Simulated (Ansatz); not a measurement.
The system is Pb.

```
Pb
1.0
     0.00000    2.47502    2.47502
     2.47502    0.00000    2.47502
     2.47502    2.47502    0.00000
Pb
1
Direct
  0.00000 0.00000 0.00000
```

Base run:

| Item | Value |
| --- | --- |
| Program | Ansatz 0.2.0 |
| Functional | r2SCAN |
| Potentials or basis | Ansatz PAW |
| Cutoff | 500 eV (not typed: the program's choice for these potentials) |
| k mesh | 9 × 9 × 9 |
| Occupations | fermi-dirac, width 0.05 eV |
| Spin | spin-orbit coupling, no magnetisation |

Its results: band gap on the k mesh none (metal or under the smearing width); pressure 1.2 GPa.

Question: After a change of settings the same cell gave: band gap on the k mesh none (metal or under the smearing width); pressure 2.2 GPa. Which change was it?
A. functional from r2SCAN to exchange-only PBE; cutoff from 500 eV (not typed: the program's choice for these potentials) to 420 eV (not typed: the program's choice for these potentials); spin from spin-orbit coupling, no magnetisation to no spin polarisation; potential files from those of the base run to others of the same set
B. spin from spin-orbit coupling, no magnetisation to no spin polarisation; potential files from those of the base run to others of the same set
C. functional from r2SCAN to PBE; cutoff from 500 eV (not typed: the program's choice for these potentials) to 420 eV (not typed: the program's choice for these potentials)

Answer: C.

Caveats: the PAW data sets come from PBE, with cores solved anew for the run's functional, which leaves a small shift of forces and pressure (some runs).
